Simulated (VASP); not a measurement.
A run of VASP 6.6.1:

The input INCAR:

```
PREC = Accurate
ENCUT = 520
EDIFF = 1E-6
ISMEAR = -1
SIGMA = 0.05
LREAL = F
LASPH = T
NELM = 60
ALGO = Fast
ISIF = 2
LWAVE = F
LCHARG = T
LDIPOL = T
IDIPOL = 3
DIPOL = 0.5 0.5 0.500
GGA = RP
LELF = T
LVHAR = T
LVACPOTAV = T
```

Contents of KPOINTS:

```
regular mesh
0
Gamma
  6 6 1
```

The input POSCAR:

```
Si
1.0
    3.8402545022      0.0000000000      0.0000000000
   -1.9201272511      3.3257579559      0.0000000000
    0.0000000000      0.0000000000     25.1905526806
Si
8
Direct
    0.3333333333      0.6666666667      0.2977306649
    0.0000000000      0.0000000000      0.3288490242
    0.0000000000      0.0000000000      0.4222041019
    0.6666666667      0.3333333333      0.4533224611
    0.6666666667      0.3333333333      0.5466775389
    0.3333333333      0.6666666667      0.5777958981
    0.3333333333      0.6666666667      0.6711509758
    0.0000000000      0.0000000000      0.7022693351
```

Potentials or basis: VASP PAW PBE potentials, release 64 (Si).

Command:

```console
$ cat potpaw_PBE.64/Si/POTCAR > POTCAR
$ mpirun -np 1 vasp_std > vasp.out
```

Hardware: 1 thread of Intel(R) Xeon(R) 6975P-C (Granite Rapids) (shared host).

Q: How long does it take, and how much memory?

A: Run time: 60 s on 1 thread of Intel(R) Xeon(R) 6975P-C (Granite Rapids) (shared host), peak memory 0.38 GiB. Counts: scf iterations 22, k points 7.
